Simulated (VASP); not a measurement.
# Te2Mo (P6_3/mmc) in VASP: notebook, part 2 of 2

VASP 6.6.1. Earlier steps stand in the parts before.

### 3 Relaxation of cell and atoms, PBE+TS

File INCAR:

```
PREC     = Accurate       # precision mode
ENCUT    = 600            # plane-wave cutoff, eV
EDIFF    = 1E-6           # SCF threshold, eV
ISMEAR   = -1             # smearing method
SIGMA    = 0.05           # smearing width, eV
LREAL    = F              # projectors in reciprocal space
LASPH    = T              # aspherical terms in the spheres
NELM     = 80             # most SCF steps
ALGO     = Normal         # electronic algorithm
ISIF     = 3              # what is computed and relaxed
LWAVE    = F              # write WAVECAR
LCHARG   = F              # write CHGCAR
GGA      = PE             # functional
IVDW     = 2              # dispersion correction
IBRION   = 2              # ionic algorithm
NSW      = 60             # ionic steps
EDIFFG   = -0.01          # ionic threshold
```

File KPOINTS:

```
Automatic mesh
0
Gamma
  9 9 2
```

File POSCAR:

```
Te2Mo
1.0
    3.5182000000      0.0000000000      0.0000000000
   -1.7591000000      3.0468505756      0.0000000000
    0.0000000000      0.0000000000     13.9736000000
Te Mo
4 2
Direct
    0.6666666667      0.3333333333      0.3790000000
    0.3333333333      0.6666666667      0.8790000000
    0.6666666667      0.3333333333      0.1210000000
    0.3333333333      0.6666666667      0.6210000000
    0.6666666667      0.3333333333      0.7500000000
    0.3333333333      0.6666666667      0.2500000000
```

Potentials or basis: VASP PAW PBE potentials, release 64 (Te, Mo_sv).

Launch:

```sh
> cat potpaw_PBE.64/Te/POTCAR potpaw_PBE.64/Mo_sv/POTCAR > POTCAR
> mpirun -np 1 vasp_std > vasp.out
```

OUTCAR:

```text
PREC = Accurate
   ENCUT = 600
   EDIFF = 1E-6
   ISMEAR = -1
   LREAL = F
   LASPH = T
   NELM = 80
   ISIF = 3
   GGA = PE
   IVDW = 2
   IBRION = 2
   NSW = 60
   EDIFFG = -0.01
  IVDW =   2

 ion  position               nearest neighbor table
   1  0.667  0.333  0.379-   6 2.72   6 2.72   6 2.72   3 3.61
   2  0.333  0.667  0.879-   5 2.72   5 2.72   5 2.72   4 3.61
   3  0.667  0.333  0.121-   6 2.72   6 2.72   6 2.72   1 3.61
   4  0.333  0.667  0.621-   5 2.72   5 2.72   5 2.72   2 3.61
   5  0.667  0.333  0.750-   2 2.72   4 2.72   2 2.72   4 2.72   2 2.72   4 2.72
   6  0.333  0.667  0.250-   1 2.72   3 2.72   1 2.72   3 2.72   1 2.72   3 2.72

  LATTYP: Found a hexagonal cell.
 ALAT       =     3.5182000000
 C/A-ratio  =     3.9718037633

  Lattice vectors:

 A1 = (   3.5182000000,   0.0000000000,   0.0000000000)
 A2 = (  -1.7591000000,   3.0468505756,   0.0000000000)
 A3 = (   0.0000000000,   0.0000000000,  13.9736000000)

Analysis of symmetry for initial positions (statically):
=====================================================================
 Subroutine PRICEL returns:
 Original cell was already a primitive cell.

 Routine SETGRP: Setting up the symmetry group for a
 hexagonal supercell.

 Subroutine GETGRP returns: Found 24 space group operations
 (whereof 12 operations were pure point group operations)
[... 164 lines left out ...]

 number of electron      52.0000001 magnetization

 Free energy of the ion-electron system (eV)
  ---------------------------------------------------
  ext. energy  EPLUGINS =         0.00000000
  ---------------------------------------------------
  free energy    TOTEN  =       -35.98685065 eV

  energy without entropy =      -35.98682372  energy(sigma->0) =      -35.98683718

------------------------ aborting loop because EDIFF is reached ----------------------------------------

  Tkatchenko/Scheffler method for vdW energy calculation

  Number of pair interactions contributing to vdW energy:   73572
[... 175 lines left out ...]
--------------------------------------- Ionic step        5  -------------------------------------------

 number of electron      52.0000002 magnetization

 Free energy of the ion-electron system (eV)
  ---------------------------------------------------
  ext. energy  EPLUGINS =         0.00000000
  ---------------------------------------------------
  free energy    TOTEN  =       -35.99824217 eV

  energy without entropy =      -35.99821586  energy(sigma->0) =      -35.99822901

 E-fermi :   8.4639     XC(G=0): -10.4253

 val. band max:        8.0928959186   @ k =   0.0000   0.0000   0.0000
 cond. band min:       8.8761309105   @ k =   0.2222   0.2222   0.0000
 fundamental gap:      0.7832349920
 Fermi energy:         8.4639024108

 k-point     1 :       0.0000    0.0000    0.0000
  band No.  band energies     occupation
      1     -52.7208      2.00000
      2     -52.7208      2.00000
      3     -26.8855      2.00000
      4     -26.8854      2.00000
      5     -26.7623      2.00000
      6     -26.7623      2.00000
[... 805 lines left out ...]
     30       9.7153      0.00000
     31      10.4677      0.00000

------------------------ aborting loop because EDIFF is reached ----------------------------------------

  Hirshfeld charges:
            ion         q(e)
   ------------------------------
      1     Te      -0.03834324
      2     Te      -0.03834324
      3     Te      -0.03834324
      4     Te      -0.03834324
      5     Mo       0.07668648
      6     Mo       0.07668648
[... 35 lines left out ...]
  FREE ENERGIE OF THE ION-ELECTRON SYSTEM (eV)
  ---------------------------------------------------
  free  energy   TOTEN  =       -38.1755417327 eV

  energy  without entropy=      -38.1755154179  energy(sigma->0) =      -38.17552858

 reached required accuracy - stopping structural energy minimisation
```

OSZICAR:

```text
N       E                     dE             d eps       ncg     rms          rms(c)
DAV:   1     0.451098949675E+03    0.45110E+03   -0.29155E+04  1688   0.168E+03
DAV:   2    -0.101386972078E+02   -0.46124E+03   -0.45253E+03  1827   0.373E+02
DAV:   3    -0.365373886775E+02   -0.26399E+02   -0.25824E+02  1911   0.741E+01
[... 42 lines left out ...]
       N       E                     dE             d eps       ncg     rms          rms(c)
DAV:   1    -0.359982481145E+02   -0.20126E-03   -0.10522E-04  1720   0.745E-02    0.210E-02
DAV:   2    -0.359982462967E+02    0.18178E-05   -0.93631E-05  1670   0.453E-02    0.158E-02
DAV:   3    -0.359982423003E+02    0.39965E-05   -0.24512E-05  1544   0.196E-02    0.685E-03
DAV:   4    -0.359982421714E+02    0.12888E-06   -0.12121E-06   859   0.461E-03
   5 F= -.38175542E+02 E0= -.38175529E+02  d E =-.206466E-02
```

CONTCAR:

```text
Te2Mo
   1.00000000000000
     3.5213889387823101    0.0000000000000000   -0.0000000000000000
    -1.7606944693911550    3.0496122775966095   -0.0000000000000000
     0.0000000000000000    0.0000000000000000   14.0040955850993747
  Te              Mo
     4     2
Direct
     0.6666666667000030    0.3333333332999970    0.3791369555708875
     0.3333333332999970    0.6666666667000030    0.8791369555708876
     0.6666666667000030    0.3333333332999970    0.1208630444291125
     0.3333333332999970    0.6666666667000030    0.6208630444291124
     0.6666666667000030    0.3333333332999970    0.7500000000000000
     0.3333333332999970    0.6666666667000030    0.2500000000000000

  0.00000000E+00  0.00000000E+00  0.00000000E+00
  0.00000000E+00  0.00000000E+00  0.00000000E+00
  0.00000000E+00  0.00000000E+00  0.00000000E+00
  0.00000000E+00  0.00000000E+00  0.00000000E+00
  0.00000000E+00  0.00000000E+00  0.00000000E+00
  0.00000000E+00  0.00000000E+00  0.00000000E+00
```

It took 5.8 min on 1 thread of Intel Xeon Platinum 8488C (Sapphire Rapids), shared host; peak memory 0.37 GiB.

What came out:

```yaml
Free_energy: -38.1755 eV
Relaxed_volume: 25.06 Å³/atom
Relaxed_cell: a = 3.521 Å, b = 3.521 Å, c = 14.004 Å, α = 90.00°, β = 90.00°, γ = 120.00°
Space_group_after_relaxing_to_0.05_Å: P6_3/mmc (No. 194)
Energy_gained_by_relaxing: 0.3 meV/atom
Ionic_steps: 5
Pressure_after_relaxing: 0.0 GPa
Largest_force_after_relaxing: 0.006 eV/Å
Band_gap_on_the_k_mesh: 0.78 eV, indirect (least direct gap 1.04 eV)
Hirshfeld_charges: Te -0.04; Mo +0.08 e
Dispersion_energy_per_atom: -0.363 eV
```

Forces on the atoms (eV/Å):
```
Te   0.000  0.000  0.006
Te   0.000  0.000  0.006
Te   0.000  0.000 -0.006
Te   0.000  0.000 -0.006
Mo   0.000  0.000  0.000
Mo   0.000  0.000  0.000
```

Stress tensor (GPa, compression positive):
```
-0.06  0.00  0.00
 0.00 -0.06  0.00
 0.00  0.00  0.05
```

The path:
```tsv
step	energy change (eV)	largest force (eV/Å)	pressure (GPa)	volume (Å³)
1	0.0000	0.1016	0.46	149.79
2	0.0006	0.1410	-0.84	151.34
3	-0.0021	0.0251	-0.22	150.59
4	-0.0021	0.0078	-0.03	150.38
5	-0.0021	0.0058	-0.02	150.39
```

Final structure:
```
Te Mo
1.0
     3.52139    0.00000    0.00000
    -1.76069    3.04961    0.00000
     0.00000    0.00000   14.00410
Te Mo
4 2
Cartesian
  1.7607 1.0165 5.3095
  0.0000 2.0331 12.3115
  1.7607 1.0165 1.6926
  0.0000 2.0331 8.6946
  1.7607 1.0165 10.5031
  0.0000 2.0331 3.5010
```

Levels at points of the mesh, in eV from the valence-band top:
```
           k point  band 23  band 24  band 25  band 26  band 27  band 28  band 29  band 30
(0.00, 0.00, 0.00)    -1.00    -1.00    -0.33     0.00     2.90     2.90     3.03     3.03
(0.00, 0.00, 0.50)    -1.02    -1.02    -0.08    -0.08     2.94     2.94     2.94     2.94
```

Caveat: spin-orbit coupling is left out, which moves the levels of the heavy elements; an odd mesh through Γ misses points on the zone boundary, where band edges often lie.

### 4 Relaxation of cell and atoms, PBEsol+D3

File INCAR:

```
SYSTEM = Te2Mo
ALGO = Normal ; EDIFF = 1E-6
EDIFFG = -0.01 ; ENCUT = 600
GGA = PS ; IBRION = 2
ISIF = 3 ; ISMEAR = -1
IVDW = 11 ; LASPH = .True.
LCHARG = .False. ; LREAL = .False.
LWAVE = .False. ; NELM = 80
NSW = 60 ; PREC = Accurate
SIGMA = 0.05
```

File KPOINTS:

```
k-points
0
Gamma
  9 9 2
  0 0 0
```

POSCAR is that of step 3.

Launch:

```sh
> cat potpaw_PBE.64/Te/POTCAR potpaw_PBE.64/Mo_sv/POTCAR > POTCAR
> mpirun -np 1 vasp_std > vasp.out
```

It took 16 min on 1 thread of Intel Xeon Platinum 8488C (Sapphire Rapids), shared host; peak memory 0.37 GiB.

Results (log left out):

- Free energy: -41.0679 eV
- Relaxed volume: 23.54 Å³/atom
- Relaxed cell: a = 3.466 Å, b = 3.466 Å, c = 13.577 Å, α = 90.00°, β = 90.00°, γ = 120.00°
- Space group after relaxing (to 0.05 Å): P6_3/mmc (No. 194)
- Energy gained by relaxing: 10.6 meV/atom
- Ionic steps: 16
- Pressure after relaxing: 0.0 GPa
- Band gap on the k mesh: 0.60 eV, indirect (least direct gap 0.97 eV)
- Dispersion energy per atom: -0.285 eV

Step by step:
| step | energy change (eV) | largest force (eV/Å) | pressure (GPa) | volume (Å³) |
| --- | --- | --- | --- | --- |
| 1 | 0.0000 | 0.1131 | -2.79 | 149.79 |
| 2 | 0.0429 | 0.8912 | 4.57 | 140.57 |
| 3 | -0.0350 | 0.2667 | -0.07 | 145.99 |
| 4 | -0.0468 | 0.1343 | -0.10 | 144.88 |
| 5 | -0.0479 | 0.0790 | -0.10 | 144.41 |
| 6 | -0.0518 | 0.0789 | -0.01 | 143.85 |
| 7 | -0.0602 | 0.0795 | 0.27 | 142.17 |
| 8 | -0.0566 | 0.0625 | 1.03 | 138.82 |
| 9 | -0.0624 | 0.0838 | 0.56 | 140.94 |
| 10 | -0.0637 | 0.0337 | -0.16 | 141.33 |
| 11 | -0.0638 | 0.0074 | -0.01 | 141.24 |
| 12 | -0.0638 | 0.0090 | -0.02 | 141.25 |
| 13 | -0.0638 | 0.0214 | -0.08 | 141.29 |
| 14 | -0.0638 | 0.0111 | -0.02 | 141.26 |
| 15 | -0.0639 | 0.0074 | -0.02 | 141.25 |
| 16 | -0.0639 | 0.0015 | -0.03 | 141.25 |

Final structure:
```
CELL_PARAMETERS angstrom
3.46601 0.00000 0.00000
-1.73300 3.00165 0.00000
0.00000 0.00000 13.57702
ATOMIC_POSITIONS crystal
Te 0.66667 0.33333 0.38322
Te 0.33333 0.66667 0.88322
Te 0.66667 0.33333 0.11678
Te 0.33333 0.66667 0.61678
Mo 0.66667 0.33333 0.75000
Mo 0.33333 0.66667 0.25000
```

Levels at points of the mesh, in eV from the valence-band top:
```csv
k point,band 22,band 23,band 24,band 25,band 26,band 27,band 28,band 29,band 30,band 31
"(0.00, 0.00, 0.00)",-1.11,-1.06,-1.06,-0.16,-0.02,2.94,2.94,3.13,3.13,3.15
"(0.00, 0.00, 0.50)",-1.08,-1.08,-1.08,-0.06,-0.06,2.98,2.98,2.98,2.98,3.39
```

Caveat: the PAW data sets were made with another functional, which shifts forces and pressure a little; spin-orbit coupling is left out, which moves the levels of the heavy elements; an odd mesh through Γ misses points on the zone boundary, where band edges often lie.

### 5 Relaxation of cell and atoms, PBEsol+D3(BJ)

File INCAR:

```
SYSTEM = Te2Mo
ALGO = Fast ; EDIFF = 1E-6
EDIFFG = -0.02 ; ENCUT = 600
GGA = PS ; IBRION = 2
ISIF = 3 ; ISMEAR = -1
IVDW = 12 ; LASPH = .TRUE.
LCHARG = .FALSE. ; LREAL = .FALSE.
LWAVE = .FALSE. ; NELM = 100
NSW = 40 ; PREC = Accurate
SIGMA = 0.05
```

File KPOINTS:

```
k-points
0
G
  9 9 2
  0 0 0
```

POSCAR is that of step 4.

Launch:

```sh
> cat potpaw_PBE.64/Te/POTCAR potpaw_PBE.64/Mo_sv/POTCAR > POTCAR
> mpirun -np 1 vasp_std > vasp.out
```

Wall time 15 min (1 thread of Intel Xeon Platinum 8488C (Sapphire Rapids), shared host); peak memory 0.39 GiB.

The run converged. Its results:

```yaml
Free_energy: -42.6660 eV
Relaxed_volume: 22.71 Å³/atom
Relaxed_cell: a = 3.436 Å, b = 3.436 Å, c = 13.331 Å, α = 90.00°, β = 90.00°, γ = 120.00°
Space_group_after_relaxing_to_0.05_Å: P6_3/mmc (No. 194)
Energy_gained_by_relaxing: 33.1 meV/atom
Ionic_steps: 10
Pressure_after_relaxing: 0.0 GPa
Largest_force_after_relaxing: 0.010 eV/Å
Band_gap_on_the_k_mesh: 0.42 eV, indirect (least direct gap 0.79 eV)
Dispersion_energy_per_atom: -0.567 eV
```

Forces on the atoms (eV/Å):
```
Te   0.000  0.000  0.010
Te   0.000  0.000  0.010
Te   0.000  0.000 -0.010
Te   0.000  0.000 -0.010
Mo   0.000  0.000  0.000
Mo   0.000  0.000  0.000
```

Stress tensor (GPa, compression positive):
```
-0.03  0.00  0.00
 0.00 -0.03  0.00
 0.00  0.00  0.10
```

Step by step:
```tsv
step	energy change (eV)	largest force (eV/Å)	pressure (GPa)	volume (Å³)
1	0.0000	0.0467	-4.38	149.79
2	0.0922	1.5378	7.59	135.48
3	-0.0895	0.5594	-0.06	143.64
4	-0.1345	0.3074	-0.10	141.42
5	-0.1417	0.1570	-0.08	140.09
6	-0.1672	0.1253	-0.05	138.86
7	-0.1978	0.0175	0.38	135.78
8	-0.1943	0.1400	-1.07	137.32
9	-0.1983	0.0226	-0.03	136.17
10	-0.1984	0.0095	0.01	136.28
```

Final structure:
```yaml
crystal:
  lattice:
    - [3.43569, 0.00000, 0.00000]
    - [-1.71785, 2.97540, 0.00000]
    - [0.00000, 0.00000, 13.33145]
  atoms:
    - { symbol: Te, position: [0.66667, 0.33333, 0.38623] }
    - { symbol: Te, position: [0.33333, 0.66667, 0.88623] }
    - { symbol: Te, position: [0.66667, 0.33333, 0.11377] }
    - { symbol: Te, position: [0.33333, 0.66667, 0.61377] }
    - { symbol: Mo, position: [0.66667, 0.33333, 0.75000] }
    - { symbol: Mo, position: [0.33333, 0.66667, 0.25000] }
```

Levels at points of the mesh, in eV from the valence-band top:
```csv
k point,band 24,band 25,band 26,band 27,band 28,band 29
"(0.00, 0.00, 0.00)",-1.14,-0.09,-0.09,2.86,2.86,3.04
"(0.00, 0.00, 0.50)",-1.18,-0.09,-0.09,2.90,2.90,2.90
```

Caveat: the PAW data sets were made with another functional, which shifts forces and pressure a little; spin-orbit coupling is left out, which moves the levels of the heavy elements; an odd mesh through Γ misses points on the zone boundary, where band edges often lie. Expect the measured gap to be larger: semilocal functionals such as PBEsol lack the derivative discontinuity.

### 6 For comparison

An earlier run on the cell as given: functional PBEsol; potentials or basis VASP PAW PBE potentials, release 64 (Te, Mo_sv); cutoff 520 eV; k mesh 9 × 9 × 2; occupations fermi-dirac, width 0.05 eV; no spin polarisation.

- Pressure: -1.0 GPa
- Largest force: 0.061 eV/Å
- Band gap on the k mesh: 0.75 eV, indirect (least direct gap 1.04 eV)

### 7 The runs side by side

```tsv
task	level	cell	cutoff (eV)	ladder	gap on the mesh (eV)	pressure (GPa)	relaxed volume (Å³/atom)	largest force (eV/Å)
relaxation of cell and atoms	PBE+rVV10	relaxed	600	-	0.77	0.1	25.33	0.02
relaxation of cell and atoms	PBE+TS	relaxed	600	-	0.78	0.0	25.06	0.01
relaxation of cell and atoms	PBEsol+D3	relaxed	600	-	0.60	0.0	23.54	-
relaxation of cell and atoms	PBEsol+D3(BJ)	relaxed	600	-	0.42	0.0	22.71	0.01
single point	PBEsol	as given	520	free	0.75	-1.0	-	0.06
```

Alike in all rows: potentials or basis VASP PAW PBE potentials, release 64 (Te, Mo_sv); no spin polarisation; k mesh 9 × 9 × 2; smearing fermi-dirac 0.05 eV.

Caveats: spin-orbit coupling is left out, which moves the levels of the heavy elements; an odd mesh through Γ misses points on the zone boundary, where band edges often lie; the PAW data sets were made with another functional, which shifts forces and pressure a little (some runs); this functional lacks dispersion, which binds the layers, so the pressure and a relaxed spacing across them are unreliable (some runs).

Absolute energies hang on the potentials; compare differences alone.
